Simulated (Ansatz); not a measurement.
From the elastic tensor of MgB$_{2}$ to moduli and sound speeds

Level of theory: Ansatz, DFT PBEsol, scalar-relativistic, plane waves, PAW. Plane waves to 420 eV; Γ-centred k mesh 15×15×12; Fermi-Dirac smearing of 0.15 eV. No spin polarisation.

The structure is hexagonal, space group P6/mmm (No. 191). Conventional cell: a = 3.064 Å, b = 3.064 Å, c = 3.498 Å, α = 90.00°, β = 90.00°, γ = 120.00°. Mg (site symmetry 6/mmm) is surrounded by 12 B at 2.49 Å. Around B (site symmetry -6m2) lie 3 B at 1.77 Å.

In a metal, frequencies and elastic constants depend on the k mesh and the smearing, soft modes and shear constants most.

Relaxed-ion constants (GPa, on the Cartesian axes of the calculation):
C11 = 434.3, C12 = 59.6, C13 = 36.7, C22 = 434.3, C23 = 36.7, C33 = 267.1, C44 = 74.8, C55 = 74.8, C66 = 187.4 GPa; the others vanish.

Density 2.681 g/cm³; 3 atoms in 28.45 Å³.

The values that follow are for a polycrystal of randomly turned grains, by Hill's mean where one number stands. In a crystal this anisotropic the Voigt and Reuss bounds lie far apart, so Hill's mean and the sound speeds and Debye temperature from it are rough.

```
Bulk modulus, Voigt / Reuss / Hill          : 155.8 / 146.6 / 151.2 GPa
Shear modulus, Voigt / Reuss / Hill         : 134.2 / 111.9 / 123.1 GPa
Young's modulus                             : 290 GPa
Poisson ratio                               : 0.180
Pugh ratio B/G                              : 1.23 (under 1.75, the rule of thumb for brittle)
Universal anisotropy index                  : 1.06
Longitudinal and transverse sound speeds    : 10845 and 6776 m/s
Debye temperature from the mean sound speed : 1050 K
```

Cost: 1 run of about 2.3 core-minutes, on Arm Neoverse V2 (shared hosts).